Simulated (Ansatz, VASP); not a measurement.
TaN: VASP beside Ansatz

Contents of INCAR:

```
SYSTEM = TaN
PREC     = Accurate       ! precision mode
ENCUT    = 520            ! plane-wave cutoff, eV
EDIFF    = 1E-6           ! SCF threshold, eV
ISMEAR   = 0              ! smearing method
SIGMA    = 0.02           ! smearing width, eV
LREAL    = .FALSE.        ! projectors in reciprocal space
LASPH    = .TRUE.         ! aspherical terms in the spheres
NELM     = 60             ! most SCF steps
ALGO     = Normal         ! electronic algorithm
ISIF     = 2              ! what is computed and relaxed
LWAVE    = .FALSE.        ! write WAVECAR
LCHARG   = .FALSE.        ! write CHGCAR
GGA      = PE             ! functional
NBANDS   = 15             ! bands
```

File KPOINTS:

```
regular mesh
0
G
  18 18 18
  0 0 0
```

The input POSCAR:

```
TaN
1.0
    0.0000000000      2.1790000000      2.1790000000
    2.1790000000      0.0000000000      2.1790000000
    2.1790000000      2.1790000000      0.0000000000
Ta N
1 1
Direct
    0.5000000000      0.5000000000      0.5000000000
    0.0000000000      0.0000000000      0.0000000000
```

Input for Ansatz:

```yaml
crystal:
  lattice:
    - [0.0, 2.179, 2.179]
    - [2.179, 0.0, 2.179]
    - [2.179, 2.179, 0.0]
  atoms:
    - { symbol: Ta, position: [0.5, 0.5, 0.5] }
    - { symbol: "N", position: [0.0, 0.0, 0.0] }
basis:
  ecutwfc: 420
kpoints:
  mp_grid: { grid: [18, 18, 18] }
hamiltonian:
  xc: pbe
scf:
  occupations: { method: gaussian, width: 0.02 }
output:
  forces: true
  stress: true
  eigenvalues: true
```

Alike in both runs: task single point; functional PBE; k mesh 18 × 18 × 18; occupations gaussian, width 0.02 eV; no spin polarisation.

|  | VASP | Ansatz |
| --- | --- | --- |
| version | VASP 6.6.1 | Ansatz 0.2.0 |
| potentials or method | VASP PAW PBE potentials, release 64 (Ta_pv, N) | scalar-relativistic, plane waves, PAW |
| plane-wave cutoff (eV) | 520 | 420 |
| valence electrons in the cell | 16 | 18 |

```tsv
	VASP	Ansatz	Ansatz less VASP
gap on the k mesh at the Fermi level (eV)	none	none	-
pressure (GPa)	15.5	14.5	-0.96
```

A gap of «none» marks a metal or a gap that the smearing closes. The two sets of potentials don't hold the same shells in valence.

Caveats: so large a pressure means that the cell lies far from this level's equilibrium, or that cutoff or potentials fall short (VASP). Spin-orbit coupling is left out, which matters for the levels of Ta.
